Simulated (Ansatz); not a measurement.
# Au(111) with 4 layers of random Au-Al, 2x2: scattering by chemical disorder, part 2 of 2

Wanted: resistance against the alloy's length, first Au(111) with 4 layers of random Au-Al, 2x2.

Ansatz 0.2.0; Ansatz plane-wave DFT, PBE, PAW files; ballistic transport by layer matching (Landauer), zero bias; PAW set soft_1.

So far. Step 3 (With 8 alloy layers): Over the solved energies the transmission per spin lies between 2.32 and 2.45, out of 3.21 channels of the lead on average (up to 3.21). The log calls the step of a lead's potential too much.

## (4) With 12 alloy layers

In 12 layers a share of 0.125 of the sites is given to Al at random. A fresh draw is used; the growth of the resistance with length is what counts.

System of this step: Au(111) with 12 layers of random Au-Al, 2x2. The cell holds 72 atoms: 66 Au and 6 Al. Cell: a = 5.768 Å, b = 5.768 Å, c = 42.382 Å, α = 90.0°, β = 90.0°, γ = 120.0°. It derives from Au. Regions: lead, 24 atoms (24 Au); scattering region, 48 atoms (42 Au and 6 Al). The structure is stacked along c, and the current runs across the ab planes.

Input file input.yaml:

```yaml
crystal:
  lattice:
    - [5.7675164607, 0.0, 0.0]
    - [-2.8837582304, 4.9948157718, 0.0]
    - [0.0, 0.0, 42.3824172358]
  atoms:
    - { symbol: Au, position: [0.0, 0.0, 0.0277777778] }
    - { symbol: Au, position: [0.0, 0.5, 0.0277777778] }
    - { symbol: Au, position: [0.5, 0.0, 0.0277777778] }
    - { symbol: Au, position: [0.5, 0.5, 0.0277777778] }
    - { symbol: Au, position: [0.1666666667, 0.3333333333, 0.0833333333] }
    - { symbol: Au, position: [0.1666666667, 0.8333333333, 0.0833333333] }
    - { symbol: Au, position: [0.6666666667, 0.3333333333, 0.0833333333] }
    - { symbol: Au, position: [0.6666666667, 0.8333333333, 0.0833333333] }
    - { symbol: Au, position: [0.3333333333, 0.1666666667, 0.1388888889] }
    - { symbol: Au, position: [0.3333333333, 0.6666666667, 0.1388888889] }
    - { symbol: Au, position: [0.8333333333, 0.1666666667, 0.1388888889] }
    - { symbol: Au, position: [0.8333333333, 0.6666666667, 0.1388888889] }
    - { symbol: Au, position: [0.0, 0.0, 0.1944444444] }
    - { symbol: Au, position: [0.0, 0.5, 0.1944444444] }
    - { symbol: Au, position: [0.5, 0.0, 0.1944444444] }
    - { symbol: Au, position: [0.5, 0.5, 0.1944444444] }
    - { symbol: Au, position: [0.1666666667, 0.3333333333, 0.25] }
    - { symbol: Au, position: [0.1666666667, 0.8333333333, 0.25] }
    - { symbol: Au, position: [0.6666666667, 0.3333333333, 0.25] }
    - { symbol: Au, position: [0.6666666667, 0.8333333333, 0.25] }
    - { symbol: Au, position: [0.3333333333, 0.1666666667, 0.3055555556] }
    - { symbol: Au, position: [0.3333333333, 0.6666666667, 0.3055555556] }
    - { symbol: Au, position: [0.8333333333, 0.1666666667, 0.3055555556] }
    - { symbol: Au, position: [0.8333333333, 0.6666666667, 0.3055555556] }
    - { symbol: Au, position: [0.0, 0.0, 0.3611111111] }
    - { symbol: Al, position: [0.0, 0.5, 0.3611111111] }
    - { symbol: Au, position: [0.5, 0.0, 0.3611111111] }
    - { symbol: Au, position: [0.5, 0.5, 0.3611111111] }
    - { symbol: Au, position: [0.1666666667, 0.3333333333, 0.4166666667] }
    - { symbol: Au, position: [0.1666666667, 0.8333333333, 0.4166666667] }
    - { symbol: Au, position: [0.6666666667, 0.3333333333, 0.4166666667] }
    - { symbol: Al, position: [0.6666666667, 0.8333333333, 0.4166666667] }
    - { symbol: Au, position: [0.3333333333, 0.1666666667, 0.4722222222] }
    - { symbol: Au, position: [0.3333333333, 0.6666666667, 0.4722222222] }
    - { symbol: Al, position: [0.8333333333, 0.1666666667, 0.4722222222] }
    - { symbol: Au, position: [0.8333333333, 0.6666666667, 0.4722222222] }
    - { symbol: Au, position: [0.0, 0.0, 0.5277777778] }
    - { symbol: Al, position: [0.0, 0.5, 0.5277777778] }
    - { symbol: Au, position: [0.5, 0.0, 0.5277777778] }
    - { symbol: Au, position: [0.5, 0.5, 0.5277777778] }
    - { symbol: Au, position: [0.1666666667, 0.3333333333, 0.5833333333] }
    - { symbol: Au, position: [0.1666666667, 0.8333333333, 0.5833333333] }
    - { symbol: Al, position: [0.6666666667, 0.3333333333, 0.5833333333] }
    - { symbol: Au, position: [0.6666666667, 0.8333333333, 0.5833333333] }
    - { symbol: Au, position: [0.3333333333, 0.1666666667, 0.6388888889] }
    - { symbol: Au, position: [0.3333333333, 0.6666666667, 0.6388888889] }
    - { symbol: Au, position: [0.8333333333, 0.1666666667, 0.6388888889] }
    - { symbol: Au, position: [0.8333333333, 0.6666666667, 0.6388888889] }
    - { symbol: Au, position: [0.0, 0.0, 0.6944444444] }
    - { symbol: Al, position: [0.0, 0.5, 0.6944444444] }
    - { symbol: Au, position: [0.5, 0.0, 0.6944444444] }
    - { symbol: Au, position: [0.5, 0.5, 0.6944444444] }
    - { symbol: Au, position: [0.1666666667, 0.3333333333, 0.75] }
    - { symbol: Au, position: [0.1666666667, 0.8333333333, 0.75] }
    - { symbol: Au, position: [0.6666666667, 0.3333333333, 0.75] }
    - { symbol: Au, position: [0.6666666667, 0.8333333333, 0.75] }
    - { symbol: Au, position: [0.3333333333, 0.1666666667, 0.8055555556] }
    - { symbol: Au, position: [0.3333333333, 0.6666666667, 0.8055555556] }
    - { symbol: Au, position: [0.8333333333, 0.1666666667, 0.8055555556] }
    - { symbol: Au, position: [0.8333333333, 0.6666666667, 0.8055555556] }
    - { symbol: Au, position: [0.0, 0.0, 0.8611111111] }
    - { symbol: Au, position: [0.0, 0.5, 0.8611111111] }
    - { symbol: Au, position: [0.5, 0.0, 0.8611111111] }
    - { symbol: Au, position: [0.5, 0.5, 0.8611111111] }
    - { symbol: Au, position: [0.1666666667, 0.3333333333, 0.9166666667] }
    - { symbol: Au, position: [0.1666666667, 0.8333333333, 0.9166666667] }
    - { symbol: Au, position: [0.6666666667, 0.3333333333, 0.9166666667] }
    - { symbol: Au, position: [0.6666666667, 0.8333333333, 0.9166666667] }
    - { symbol: Au, position: [0.3333333333, 0.1666666667, 0.9722222222] }
    - { symbol: Au, position: [0.3333333333, 0.6666666667, 0.9722222222] }
    - { symbol: Au, position: [0.8333333333, 0.1666666667, 0.9722222222] }
    - { symbol: Au, position: [0.8333333333, 0.6666666667, 0.9722222222] }
kpoints:
  mp_grid: { grid: [5, 5, 1] }
hamiltonian:
  xc: pbe
  pseudopotentials: { kind: paw, azcp: { folder: soft_1 } }
scf:
  occupations: { method: fermi_dirac, width: 0.1 }
output:
  transmission:
    leads: [[0, 4]]
    kmesh: [10, 10]
    e_range: [-0.05, 0.05]
    de: 0.05
  write_potential: true
  write_density: true
  volumetric_format: npy
```

Run with:

```
$ ansatz run input.yaml --threads 4 --pin off --max-ram 15360MiB --backend cpu --events-out ev --progress --plain --runs-dir out
```

Numbers of over 12 decimals in the logs are rounded to 6 here.

The log of the run:

```text
[...]
Crystal: 72 atoms, lattice volume = 1220.939 Å³
Basis set: ecut = 420 eV, 23937 PW (Γ)
Bands: 764, of which v1, the nominal top of the filled ones, is band 636 counted from 1 (635 counted from 0)
Symmetry: 1 space group operations
[...]
k-points: 13 of 25 (time reversal used)
[...]
SCF iter   1: F=—  HF=-871231.150448 eV  |F-HF|=—  |Δ(HF+E_count)|=         —  Δρ=7.40e-2  dr2=1.41e2  ethr=3.10e-3  ⟨swp⟩=4.6  Hψ=30003  notcnv=0  defer=363
[...]
SCF iter  13: F=-871207.717392 eV  HF=-871207.717392 eV  |F-HF|=1.61e-8  |Δ(HF+E_count)|=   2.68e-9  Δρ=2.74e-7  dr2=1.66e-8  ethr=7.86e-12  ⟨swp⟩=2.0  Hψ=15033  notcnv=0
SCF 1 converged in 13 iterations: F = -871207.717392 eV  dr2 = 1.66e-8
[...]
transmission: 278 of 2756 steps passed
transmission: 552 of 2756 steps passed
[...]
transmission: 2756 of 2756 steps passed
SCF converged after 13 iterations
Free energy (F): -871207.717392 eV
[...]
Internal energy: -871206.855931 eV  (E = F + TS)
E sigma→0 (E₀):  -871207.286662 eV
Entropy (-TS):   -0.861461 eV (-11.965 meV/atom)
Fermi energy:    19.754820 eV
[...]
--- Band table (eV; the first three rows and the last of 13) ---
  k-point 0: bands = [... 632 lower, 19.6916, 19.7011, 19.7631, 19.8356, 19.8541, 19.9822, 19.9959, 20.0033, ... 124 higher]
  k-point 1: bands = [... 632 lower, 19.4642, 19.5021, 19.5555, 19.5761, 19.6821, 19.7297, 19.7354, 19.8094, ... 124 higher]
  k-point 2: bands = [... 632 lower, 19.5196, 19.5241, 19.5769, 19.5900, 19.8033, 19.8337, 19.8719, 19.9290, ... 124 higher]
  k-point 12: bands = [... 632 lower, 19.4389, 19.6136, 19.6823, 19.7469, 19.9533, 20.0421, 20.1244, 20.1843, ... 124 higher]
--- Transmission ---
  basis      : 253 plane waves across, 53 finite elements along
  points     : 52, standing for a mesh of 10 x 10
[...]
channels       : 3.210000e0 a spin
[...]
junction   : crystal 0 to crystal 0, 1.66 to 41.68 Å
    transmission   : 2.247916e0 a spin
[...]
```

Wall time 35 min (4 threads of Arm Neoverse V1, shared host); peak memory 9.2 GiB; 2.2 h of CPU time.

This step gave:

```yaml
free_energy: -871207.7174 eV
energy_at_zero_smearing: -871207.2867 eV
fermi_energy: 19.75 eV
transmission_per_spin_nearest_the_fermi_level: 2.248
step_of_the_lead_s_potential: 3.2 meV
```

Per spin. Transmission, zone mean against energy, zero at the Fermi level:

```csv
energy (eV),"transmission, zone mean"
-0.0500,2.24
0.0000,2.25
0.0500,2.22
```

Over the solved energies the transmission per spin lies between 2.22 and 2.25, out of 3.21 channels of the lead on average (up to 3.21).

## (5) Resistance against length

This step: Ansatz plane-wave DFT, PBE, PAW files; ballistic transport by layer matching (Landauer), zero bias; residual resistivity from the slope of the area resistance, atoms on the host's lattice; PAW set soft_1 (Ansatz 0.2.0).

Numbers from this step:

```
resistivity           : 17.34 µΩ cm
intercept             : 0.03444 fΩ m²
scatter about the fit : 0.02808 fΩ m²
```

Resistance, by row:

```csv
run,length (Å),T,channels N,RA (fΩ m²)
n4,9.418,2.783,3.21,0.1779
n8,18.84,2.385,3.21,0.4008
n12,28.25,2.236,3.21,0.5046
```

The area resistance by length of the alloy:

```csv
length of the alloy (Å),area resistance (fΩ m²)
9.42,0.178
18.84,0.401
28.25,0.505
```

The area resistance goes from 0.18 to 0.50 fΩ m² between 9.4 and 28.3 Å, a slope of 17 µΩ cm.

By hand from the end points: (0.5046 − 0.1779) fΩ m² / (28.25 − 9.42) Å = 17 µΩ cm, since 1 fΩ m² per Å is 1000 µΩ cm.

## (6) What came out

| Quantity | Value |
| --- | --- |
| resistivity from the slope | 17.3 µΩ cm |
| area resistance over 9.42 Å | 0.178 fΩ m² |
| area resistance over 18.8 Å | 0.401 fΩ m² |
| area resistance over 28.3 Å | 0.505 fΩ m² |

**Reading.** The slope gives 17 µΩ cm. The points scatter by 0.028 fΩ m² about the line, with one random draw a length in a 2x2 cell, so the slope is a rough value. Read with a model of isotropic scattering on a spherical Fermi surface and the lead's 0.86×10¹⁵ S/m², this slope means a mean free path near 54 Å; over these lengths the model's slope is 1.08 times its bulk resistivity, which would be 16 µΩ cm. The draw over the shortest length came out nearly ordered, with 8 symmetry operations, so that point is a poor sample of a random alloy. The atoms sit on the host's lattice, so scattering by size misfit is left out. Spin-orbit coupling is left out, which matters for Au. A lead's potential steps by up to 29 meV from period to period, which the log calls too much, so longer leads could move the result.

[Logs are printed without paths, hosts, clocks, repeated set-up lines and the standing remarks that a program may print on its own settings, such as how far it seeks lower states.]

[Hosts, paths, dates, database ids (printed as entryN), source tags and the programs' standing remarks are cut or masked in the printed files.]
